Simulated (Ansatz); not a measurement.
Levels at Γ against strain in CuI

```yaml
crystal:
  lattice:
    - [3.73317, -3.71109, 0.00000]
    - [3.73317, 3.71109, 0.00000]
    - [0.00000, 0.00000, 4.30700]
  atoms:
    - { symbol: Cu, position: [0.42044, 0.57956, 0.75000] }
    - { symbol: Cu, position: [0.57956, 0.42044, 0.25000] }
    - { symbol: I, position: [0.77004, 0.22996, 0.75000] }
    - { symbol: I, position: [0.22996, 0.77004, 0.25000] }
```

Atoms are numbered in the order listed.

The cell is the one relaxed in the Materials Project (mp-1007922), not relaxed further here; entries there can be hypothetical.

No spin–orbit coupling, which matters for the heavy atoms here.

Computed with Ansatz 0.2.0, DFT, LDA, all-electron LAPW, scalar-relativistic.

Sampling and basis: a Γ-centred 5×5×6 k mesh, Fermi–Dirac smearing of 0.02 eV, basis error target 0.5 meV/atom, no spin polarisation.

The cell is scaled evenly. Fractional coordinates are held (clamped ions).

Only quantities that a quadratic follows smoothly over the whole series are listed; rougher ones are left out.

| ln(V/Vcell) | direct gap at Γ (eV) | smallest gap on mesh and path (eV) |
| --- | --- | --- |
| -0.0619 | 0.922 | 0.922 |
| -0.0408 | 0.898 | 0.898 |
| -0.0202 | 0.877 | 0.877 |
| 0.0000 | 0.857 | 0.857 |
| 0.0100 | 0.848 | 0.848 |
| 0.0198 | 0.839 | 0.839 |
| 0.0392 | 0.822 | 0.822 |
| 0.0583 | 0.807 | 0.807 |

Problem. Fit the series and give the slopes at zero strain.

Solution. Least-squares fits y = p0 + p1 x + p2 x² to the rows give direct gap at Γ (eV): p1 = -0.95, p2 = 1.5; smallest gap on mesh and path (eV): p1 = -0.95, p2 = 1.5. So dEg/dln V = -0.9 eV for the direct gap at Γ, the fundamental gap of this crystal. Semilocal gaps are too small, but their slopes carry over better.

Problem. One run, at ln(V/Vcell) = -0.0101, is withheld. Predict its row.

Solution. The fits give 0.867, 0.867; the run gave 0.867, 0.867.
